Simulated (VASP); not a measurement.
Wanted: the native input for a VASP 6.6.1 run.

| Quantity | Value |
| --- | --- |
| Task | single point |
| Functional | PBE |
| Potentials or basis | VASP PAW PBE potentials, release 64 (Tl_d) |
| Cutoff | 520 eV |
| k mesh | 16 × 16 × 16 |
| Occupations | gaussian, width 0.05 eV |
| Spin | no spin polarisation |
| Dipole correction | no |
| Further INCAR settings | ALGO = Normal; EDIFF = 1e-06; NBANDS = 12 |

The structure of Tl lies in POSCAR:

```
Tl
1.0
   -1.9863130256      1.9863130256      1.9863130256
    1.9863130256     -1.9863130256      1.9863130256
    1.9863130256      1.9863130256     -1.9863130256
Tl
1
Direct
    0.0000000000      0.0000000000      0.0000000000
```

The cell was built by a generator and needn't be a form met in nature.

These files were run (other wordings do the same):

INCAR

```
PREC = Accurate ; ENCUT = 520
EDIFF = 1E-6 ; ISMEAR = 0
SIGMA = 0.05 ; LREAL = False
LASPH = True ; NELM = 80
ALGO = Normal ; ISIF = 2
LWAVE = False ; LCHARG = False
GGA = PE ; NBANDS = 12
```

KPOINTS

```
regular mesh
0
Gamma
  16 16 16
```

Potentials or basis: VASP PAW PBE potentials, release 64 (Tl_d).

Command:

```bash
$ cat potpaw_PBE.64/Tl_d/POTCAR > POTCAR
$ mpirun -np 1 vasp_std > vasp.out
```

Results of the run:

```json
{
  "Pressure": "-0.1 GPa",
  "Band gap on the k mesh": "none (metal or under the smearing width)"
}
```

Run time: 35 s on 1 thread of Intel(R) Xeon(R) Platinum 8488C (Sapphire Rapids), with other jobs on the host, peak memory 0.19 GiB.
